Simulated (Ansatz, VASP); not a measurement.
NaI in VASP and in Ansatz

Contents of INCAR:

```
PREC     = Accurate       # precision mode
ENCUT    = 520            # plane-wave cutoff, eV
EDIFF    = 1E-6           # SCF threshold, eV
ISMEAR   = 0              # smearing method
SIGMA    = 0.05           # smearing width, eV
LREAL    = F              # projectors in reciprocal space
LASPH    = T              # aspherical terms in the spheres
NELM     = 100            # most SCF steps
ALGO     = Normal         # electronic algorithm
ISIF     = 2              # what is computed and relaxed
LWAVE    = F              # write WAVECAR
LCHARG   = F              # write CHGCAR
NBANDS   = 22             # bands
```

The input KPOINTS:

```
regular mesh
0
Gamma
  6 6 4
```

POSCAR

```
NaI
1.0
    4.6222093067      0.0000000000      0.0000000000
    0.0000000000      4.2697016003      0.0000000000
    0.0000000000      0.0000000000      7.7983840000
Na I
2 2
Direct
    0.2232240040      0.5000000000      0.2991260762
    0.7232240040      0.5000000000      0.7490640762
    0.2500000000      0.0000000000      0.7424270000
    0.7500000000      0.0000000000      0.2575730000
```

Input for Ansatz:

```yaml
crystal:
  lattice:
    - [4.6222093067, 0.0, 0.0]
    - [0.0, 4.2697016003, 0.0]
    - [0.0, 0.0, 7.798384]
  atoms:
    - { symbol: Na, position: [0.223224004, 0.5, 0.2991260762] }
    - { symbol: Na, position: [0.723224004, 0.5, 0.7490640762] }
    - { symbol: I, position: [0.25, 0.0, 0.742427] }
    - { symbol: I, position: [0.75, 0.0, 0.257573] }
basis:
  ecutwfc: 420
kpoints:
  mp_grid: { grid: [6, 6, 4] }
hamiltonian:
  xc: lda
scf:
  occupations: { method: gaussian, width: 0.05 }
output:
  forces: true
  stress: true
  eigenvalues: true
```

Change from the starting cell: all Na atoms moved +0.225 Å, as atom 1 towards its neighbour atom 2 (Na) at 4.202 Å.

Alike in both runs: task single point; functional LDA; k mesh 6 × 6 × 4; occupations gaussian, width 0.05 eV; no spin polarisation.

|  | VASP | Ansatz |
| --- | --- | --- |
| version | VASP 6.6.1 | Ansatz 0.2.0 |
| potentials or method | VASP PAW LDA potentials, release 64 (Na_pv, I) | scalar-relativistic, plane waves, PAW |
| plane-wave cutoff (eV) | 520 | 420 |
| valence electrons in the cell | 28 | 52 |

Ansatz gave:

* gap on the k mesh at the Fermi level (eV): 2.46
* least direct gap on the mesh (eV): 2.69
* pressure (GPa): -1.4
* largest component of the traceless stress (GPa): 0.49
* rms of the force components (eV/Å): 0.086

Question: What did VASP give for the same quantities?

Answer: gap on the k mesh at the Fermi level (eV): 2.47; least direct gap on the mesh (eV): 2.70; pressure (GPa): -1.4; largest component of the traceless stress (GPa): 0.48; rms of the force components (eV/Å): 0.087.

Atom by atom the forces differ by 0.001 eV/Å (rms over components). The two sets of potentials don't hold the same shells in valence.

Caveats: spin-orbit coupling is left out, which moves the levels of the heavy elements. A k mesh can miss the band edges.
